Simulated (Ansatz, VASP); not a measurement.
**ZrC: VASP beside Ansatz**

INCAR

```
SYSTEM = ZrC
PREC = Accurate
ENCUT = 520
EDIFF = 1E-6
ISMEAR = 0
SIGMA = 0.15
LREAL = .False.
LASPH = .True.
NELM = 100
ALGO = Normal
ISIF = 2
LWAVE = .False.
LCHARG = .False.
NBANDS = 15
```

Contents of KPOINTS:

```
Automatic mesh
0
Gamma
  16 16 16
  0 0 0
```

File POSCAR:

```
ZrC
1.0
    0.0000000000      2.2665395978      2.4291066370
    2.2665395978      0.0000000000      2.4291066370
    2.2665395978      2.2665395978      0.0000000000
Zr C
1 1
Direct
    0.4967462522      0.5032537478      0.5032537478
    0.0247120666     -0.0247120666     -0.0247120666
```

Input for Ansatz:

```yaml
crystal:
  lattice:
    - [0.0, 2.2665395978, 2.429106637]
    - [2.2665395978, 0.0, 2.429106637]
    - [2.2665395978, 2.2665395978, 0.0]
  atoms:
    - { symbol: Zr, position: [0.4967462522, 0.5032537478, 0.5032537478] }
    - { symbol: C, position: [0.0247120666, -0.0247120666, -0.0247120666] }
basis:
  ecutwfc: 520.0
kpoints:
  mp_grid: { grid: [16, 16, 16] }
hamiltonian:
  xc: lda
scf:
  occupations: { method: gaussian, width: 0.15 }
output:
  forces: true
  stress: true
  eigenvalues: true
```

Change from the starting cell: mode 4 frozen in at -0.115 Å, strain +e along z and -e/2 along x and y +0.0467.

Alike in both runs: task single point; functional LDA; k mesh 16 × 16 × 16; occupations gaussian, width 0.15 eV; no spin polarisation.

```csv
,VASP,Ansatz
version,VASP 6.6.1,Ansatz 0.2.0
potentials or method,"VASP PAW LDA potentials, release 64 (Zr_sv, C)","scalar-relativistic, plane waves, PAW"
plane-wave cutoff (eV),520,520
valence electrons in the cell,16,16
```

|  | VASP | Ansatz | Ansatz less VASP |
| --- | --- | --- | --- |
| gap on the k mesh at the Fermi level (eV) | none | none | - |
| pressure (GPa) | 5.0 | 4.4 | -0.64 |
| largest component of the traceless stress (GPa) | 19.78 | 19.59 | -0.186 |
| rms of the force components (eV/Å) | 0.807 | 0.799 | -0.0080 |

Atom by atom the forces differ by 0.008 eV/Å (rms over components). A gap of «none» marks a metal or a gap that the smearing closes.

Caveats: forces of over 1 eV/Å show positions far from the minimum, so gaps and moduli don't describe the material at rest.
